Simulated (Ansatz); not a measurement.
The system is TiSi2.

```xyz
3
Lattice="4.3746 0.0000 0.0000 -2.1873 3.7885 0.0000 0.0000 0.0000 2.5610" Properties=species:S:1:pos:R:3 pbc="T T T"
Ti    0.0000    0.0000    0.0000
Si    0.0000    2.5257    1.2805
Si    2.1873    1.2628    1.2805
```

The cell was built by a generator and needn't be a form met in nature.

Base run:

```yaml
Program: Ansatz 0.2.0
Functional: PBEsol
Potentials_or_basis: Ansatz PAW
Cutoff: "420 eV (not typed: the program's choice for these potentials)"
k_mesh: 7 × 7 × 10
Occupations: fermi-dirac, width 0.05 eV
Spin: no spin polarisation
Hubbard_terms: Ti d U = 1 eV
```

Its results: band gap on the k mesh none (metal or under the smearing width); pressure -3.2 GPa.

Problem. The run is repeated on the same cell with these changes: functional from PBEsol to PBE; hubbard terms from Ti d U = 1 eV to Ti d U = 6 eV. What comes out?

Solution. Band gap on the k mesh none (metal or under the smearing width); pressure 9.4 GPa.

Several settings changed at once, so the effect can't be laid on one alone.

Caveats: U without spin polarisation on a metal has little footing; the U is typed as a test and isn't derived for this compound; the PAW data sets come from PBE, with cores solved anew for the run's functional, which leaves a small shift of forces and pressure (some runs).
